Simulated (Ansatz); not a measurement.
# Al3Cu: the cost of one run

Method: DFT PBEsol, scalar-relativistic, plane waves, PAW, in Ansatz 0.2.0.

1 further run of the same task is left out (set aside as unsound or not needed).

### 1 The starting structure

Symmetry: P4/mmm, No. 123, tetragonal system. The conventional cell has a = 2.780 Å, b = 2.780 Å, c = 7.603 Å, α = 90.00°, β = 90.00°, γ = 90.00°. Al (site symmetry 4/mmm) is surrounded by 12 Al at 2.78 to 2.89 Å. Al (site symmetry 4mm) is surrounded by 4 Cu at 2.58 Å and 8 Al at 2.78 to 2.89 Å. Cu (site symmetry 4/mmm) is surrounded by 8 Al at 2.58 Å and 4 Cu at 2.78 Å.

As a file:

```
Al Cu
1.0
     2.77968    0.00000    0.00000
     0.00000    2.77968    0.00000
     0.00000    0.00000    7.60296
Al Cu
3 1
Direct
  0.00000 0.00000 0.50000
  0.50000 0.50000 0.22069
  0.50000 0.50000 0.77931
  0.00000 0.00000 0.00000
```

It goes back to an entry of the Materials Project, which need not be the stable form.

This cell was relaxed beforehand with the same method: volume 14.69 Å³/atom, gap on the mesh none (metal).

### 2 Bands, states and charges

The input, input.yaml:

```yaml
crystal:
  lattice:
    - [2.779683011, 0.0, 0.0]
    - [0.0, 2.779683011, 0.0]
    - [0.0, 0.0, 7.6029571153]
  atoms:
    - { symbol: Al, position: [0.0, 0.0, 0.5] }
    - { symbol: Al, position: [0.5, 0.5, 0.2206884209] }
    - { symbol: Al, position: [0.5, 0.5, 0.7793115791] }
    - { symbol: Cu, position: [0.0, 0.0, 0.0] }
basis:
  ecutwfc: 420
kpoints:
  mp_grid: { grid: [16, 16, 6] }
  band_path:
    path:
      - [[0.0, 0.0, 0.0], [0.0, 0.5, 0.0], [0.5, 0.5, 0.0], [0.0, 0.0, 0.0], [0.0, 0.0, 0.5], [0.0, 0.5, 0.5], [0.5, 0.5, 0.5], [0.0, 0.0, 0.5]]
      - [[0.0, 0.5, 0.0], [0.0, 0.5, 0.5]]
      - [[0.5, 0.5, 0.0], [0.5, 0.5, 0.5]]
    npoints: 14
hamiltonian:
  xc: pbesol
scf:
  occupations: { method: gaussian, width: 0.1 }
  n_extra_bands: 10
output:
  forces: true
  stress: true
  eigenvalues: true
  populations: true
  dos: { projected: true, de: 0.02, nscf_kmesh: { grid: [24, 24, 9] } }
  bader: true
```

The run is started by

```sh
$ ansatz run input.yaml --threads 1 --pin off --max-ram 2560MiB --backend cpu --events-out ev --progress --plain --runs-dir out
```

What time and memory should one allow on 1 thread of AMD EPYC 7R13 (Zen 3), shared host?

About 54 s, with a peak of 0.67 GiB.
